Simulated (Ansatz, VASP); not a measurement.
## MgS in VASP and in Ansatz

```
CELL_PARAMETERS angstrom
2.47002 2.47002 0.00000
-2.47002 2.47002 0.00000
0.00000 2.47002 2.47002
ATOMIC_POSITIONS crystal
Mg 0.00000 0.00000 0.00000
S 0.50000 0.50000 0.00000
```

Alike in both runs: task single point; functional PBEsol; k mesh 8 × 8 × 8; no spin polarisation.

```csv
,VASP,Ansatz
version,VASP 6.6.1,Ansatz 0.2.0
potentials or method,"VASP PAW PBE potentials, release 64 (Mg, S), cutoff 520 eV","all-electron LAPW, scalar-relativistic"
occupations,"gaussian, width 0.01 eV",fixed
```

```csv
,VASP,Ansatz,Ansatz less VASP
gap on the k mesh at the Fermi level (eV),3.01,3.00,-0.013
pressure (GPa),14.9,15.0,+0.10
```

Ansatz ran all-electron here, so the differences hold the error of VASP's frozen core and of both bases.

Caveats: the PAW data sets were made with another functional, which shifts forces and pressure a little (VASP). As with any semilocal functional, this PBEsol gap is likely too small. A k mesh can miss the band edges.
